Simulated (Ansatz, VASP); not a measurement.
## One calculation of B3As2, two programs

```
B As
1.0
     2.28433   -5.55614    0.00000
     2.28433    5.55614    0.00000
     0.00000    0.00000    2.88572
B As
3 2
Direct
  0.69100 0.69100 0.50000
  0.30900 0.30900 0.50000
  0.50000 0.50000 0.00000
  0.85791 0.14209 0.50000
  0.14209 0.85791 0.50000
```

Alike in both runs: functional PBE; k mesh 4 × 4 × 6; occupations gaussian, width 0.1 eV; no spin polarisation.

Ansatz relaxed the structure, and its values are those at the end. VASP's run is a single point on that final structure, the one shown.

|  | VASP | Ansatz |
| --- | --- | --- |
| version | VASP 6.6.1 | Ansatz 0.2.0 |
| potentials or method | VASP PAW PBE potentials, release 64 (B, As) | scalar-relativistic, plane waves, PAW |
| plane-wave cutoff (eV) | 520 | 420 |
| valence electrons in the cell | 19 | 39 |

|  | VASP | Ansatz | Ansatz less VASP |
| --- | --- | --- | --- |
| gap on the k mesh at the Fermi level (eV) | none | none | - |
| pressure (GPa) | 0.3 | 0.1 | -0.20 |
| rms of the force components (eV/Å) | 0.016 | 0.013 | -0.0033 |

A gap of «none» marks a metal or a gap that the smearing closes. The two sets of potentials don't hold the same shells in valence.

Caveats: the k mesh is coarse (spacing up to 0.37 Å⁻¹), so the values aren't converged.
